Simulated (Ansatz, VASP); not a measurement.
## Two plane-wave programs on HfO2

POSCAR

```
HfO2
1.0
    0.0000000000      2.6556190372      2.6556190372
    2.6556190372      0.0000000000      2.6556190372
    2.6556190372      2.6556190372      0.0000000000
Hf O
1 2
Direct
    0.0000000000      0.0000000000      0.0000000000
    0.2500000000      0.2500000000      0.2500000000
    0.7500000000      0.7500000000      0.7500000000
```

File INCAR.step1:

```
PREC = Accurate
ENCUT = 520
ISMEAR = 0
SIGMA = 0.05
LREAL = False
LASPH = True
NELM = 100
NBANDS = 18
GGA = PE
ALGO = Normal
EDIFF = 1E-4
LWAVE = True
LCHARG = False
```

INCAR.step2

```
PREC = Accurate
ENCUT = 520
EDIFF = 1E-6
ISMEAR = 0
SIGMA = 0.05
LREAL = False
LASPH = True
NELM = 100
ALGO = Normal
ISIF = 2
LWAVE = False
LCHARG = False
METAGGA = R2SCAN
LMIXTAU = True
NBANDS = 18
ISTART = 1
```

File KPOINTS:

```
regular mesh
0
Gamma
  8 8 8
```

Input for Ansatz:

```yaml
crystal:
  lattice:
    - [0.0, 2.6556190372, 2.6556190372]
    - [2.6556190372, 0.0, 2.6556190372]
    - [2.6556190372, 2.6556190372, 0.0]
  atoms:
    - { symbol: Hf, position: [0.0, 0.0, 0.0] }
    - { symbol: O, position: [0.25, 0.25, 0.25] }
    - { symbol: O, position: [0.75, 0.75, 0.75] }
basis:
  ecutwfc: 500
kpoints:
  mp_grid: { grid: [8, 8, 8] }
hamiltonian:
  xc: r2scan
scf:
  occupations: { method: gaussian, width: 0.05 }
output:
  forces: true
  stress: true
  eigenvalues: true
```

Change from the starting cell: strain +0.050 along x and y, +0.050 along z, atoms carried along.

Alike in both runs: task single point; functional r2SCAN; k mesh 8 × 8 × 8; occupations gaussian, width 0.05 eV; no spin polarisation.

|  | VASP | Ansatz |
| --- | --- | --- |
| version | VASP 6.6.1 | Ansatz 0.2.0 |
| potentials or method | VASP PAW PBE potentials, release 64 (Hf_pv, O) | scalar-relativistic, plane waves, PAW |
| plane-wave cutoff (eV) | 520 | 500 |
| valence electrons in the cell | 22 | 38 |

```csv
,VASP,Ansatz,Ansatz less VASP
gap on the k mesh at the Fermi level (eV),3.87,3.89,+0.020
least direct gap on the mesh (eV),3.87,3.89,+0.020
pressure (GPa),-31.8,-29.2,+2.67
```

The two sets of potentials don't hold the same shells in valence.

Caveats: the cell as given lies far from equilibrium; so large a pressure means that the cell lies far from this level's equilibrium, or that cutoff or potentials fall short (VASP); the potentials were made for another functional, which shifts forces and pressure (VASP); spin-orbit coupling is left out, which moves the levels of the heavy elements. A k mesh can miss the band edges.
